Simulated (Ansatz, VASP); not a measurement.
**GaP: VASP beside Ansatz**

```
Ga P
1.0
     0.00000    2.68372    2.61491
     2.68372    0.00000    2.61491
     2.68372    2.68372    0.00000
Ga P
1 1
Direct
  0.00000 0.00000 0.00000
  0.75000 0.75000 0.75000
```

Change from the starting cell: strain -0.025 along x and y, -0.050 along z, atoms carried along.

Alike in both runs: task single point; functional PBE; k mesh 8 × 8 × 8; occupations gaussian, width 0.05 eV; no spin polarisation.

|  | VASP | Ansatz |
| --- | --- | --- |
| version | VASP 6.6.1 | Ansatz 0.2.0 |
| potentials or method | VASP PAW PBE potentials, release 64 (Ga_d, P) | scalar-relativistic, plane waves, PAW |
| plane-wave cutoff (eV) | 520 | 420 |
| valence electrons in the cell | 18 | 18 |

```tsv
	VASP	Ansatz	Ansatz less VASP
gap on the k mesh at the Fermi level (eV)	1.26	1.26	0.000
least direct gap on the mesh (eV)	2.33	2.33	-0.001
pressure (GPa)	9.7	9.9	+0.14
largest component of the traceless stress (GPa)	1.20	1.19	-0.005
```

With one functional, cell and mesh, what is left measures potentials, basis and numerics.

A k mesh can miss the band edges.
